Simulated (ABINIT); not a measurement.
Runs of ABINIT 10.8.3 (patched build) on TiC. It takes space group Fm-3m (No. 225, cubic). Conventional cell: a = 4.331 Å, b = 4.331 Å, c = 4.331 Å, α = 90.00°, β = 90.00°, γ = 90.00°. Ti (site symmetry m-3m) is surrounded by 6 C at 2.17 Å. C (site symmetry m-3m) has 6 Ti at 2.17 Å as nearest neighbours. The cell is a database's computed one.

| task | level | potentials or basis | cell | k mesh | cutoff (eV) | cell freedom (optcell) | optimiser (ionmov) | cutoff smearing ecutsm (Ha) | force stop (Ha/bohr) | stop of the response cycle (tolvrs) | gap on the mesh (eV) | pressure (GPa) | relaxed volume (Å³/atom) |
| --- | --- | --- | --- | --- | --- | --- | --- | --- | --- | --- | --- | --- | --- |
| relaxation of cell and atoms | PBE | PseudoDojo NC SR PBE v0.4.1 standard | relaxed | 8 × 8 × 8 | 1143 | 2 | 2 | 0.5 | 2e-05 | - | none | 0.0 | 10.17 |
| single point | PBEsol | PseudoDojo NC SR PBEsol v0.4.1 standard | as given | 8 × 8 × 8 | 1034 | - | - | - | - | - | none | -6.9 | - |
| single point | PBE | PseudoDojo NC SR PBE v0.4.1 standard | cell relaxed | 8 × 8 × 8 | 1143 | - | - | - | - | - | none | -0.1 | - |
| single point | PBEsol | PseudoDojo NC SR PBEsol v0.4.1 standard | cell relaxed | 8 × 8 × 8 | 1143 | - | - | - | - | - | none | -0.1 | - |
| single point | LDA | PseudoDojo NC SR LDA v0.4.1 standard | as given | 8 × 8 × 8 | 952 | - | - | - | - | - | none | - | - |
| single point | LDA | PseudoDojo NC SR LDA v0.4.1 standard | cell relaxed | 8 × 8 × 8 | 1143 | - | - | - | - | - | none | -0.1 | - |
| single point | PBE | PseudoDojo NC SR PBE v0.4.1 standard | as given | 8 × 8 × 8 | 952 | - | - | - | - | - | none | - | - |
| single point | PBEsol | PseudoDojo NC SR PBEsol v0.4.1 standard | as given | 8 × 8 × 8 | 1143 | - | - | - | - | - | none | (a) | - |
| phonons at a zone-boundary q | PBE | PseudoDojo NC SR PBE v0.4.1 standard | cell relaxed at zero pressure by an earlier run | 6 × 6 × 6, with 4 shifts | 1143 | - | - | 0.5 | - | 1e-10 | - | 0.0 | - |
| relaxation of cell and atoms | LDA | PseudoDojo NC SR LDA v0.4.1 standard | relaxed | 8 × 8 × 8 | 1143 | 2 | 2 | 0.5 | 2e-05 | - | none | 0.0 | 9.68 |

Alike in all rows: no spin polarisation; smearing fermi-dirac 0.05 eV.

Problem. Fill in the values left out.

Solution. (a) -6.5.

Caveats: the mesh is coarse for a metal's response (some runs).

A gap of «none» marks a metal or a gap under the smearing width.
